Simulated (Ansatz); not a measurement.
Wanted: the native input for an Ansatz 0.2.0 run.

| Item | Value |
| --- | --- |
| Task | single point |
| Functional | PBE |
| Potentials or basis | Ansatz PAW |
| Cutoff | 420 eV (not typed: the program's choice for these potentials) |
| k mesh | 11 × 11 × 11 |
| Occupations | gaussian, width 0.016 eV |
| Spin | no spin polarisation |

In:

```
In
1.0
    -1.62547    1.62547    2.47370
     1.62547   -1.62547    2.47370
     1.62547    1.62547   -2.47370
In
1
Direct
  0.00000 0.00000 0.00000
```

These files were run (other wordings do the same):

input.yaml

```yaml
crystal:
  lattice:
    - [-1.62547, 1.62547, 2.4737]
    - [1.62547, -1.62547, 2.4737]
    - [1.62547, 1.62547, -2.4737]
  atoms:
    - { symbol: In, position: [0.0, 0.0, 0.0] }
hamiltonian:
  xc: pbe
  pseudopotentials: { kind: paw }
kpoints:
  mp_grid: { grid: [11, 11, 11] }
scf:
  occupations: { method: gaussian, width: 0.016 }
output:
  forces: true
  stress: true
  eigenvalues: true
```

Potentials or basis: Ansatz PAW.

Run with:

```console
$ ansatz run input.yaml --threads 2 --pin off --max-ram 5632MiB --backend cpu --events-out ev --progress --plain --runs-dir out
```

Results of the run:

The pressure is 2.0 GPa and the band gap on the k mesh is none (metal or under the smearing width).

It took 1.3 s on 2 threads of Arm Neoverse V1 (shared host), peak memory 0.31 GiB.
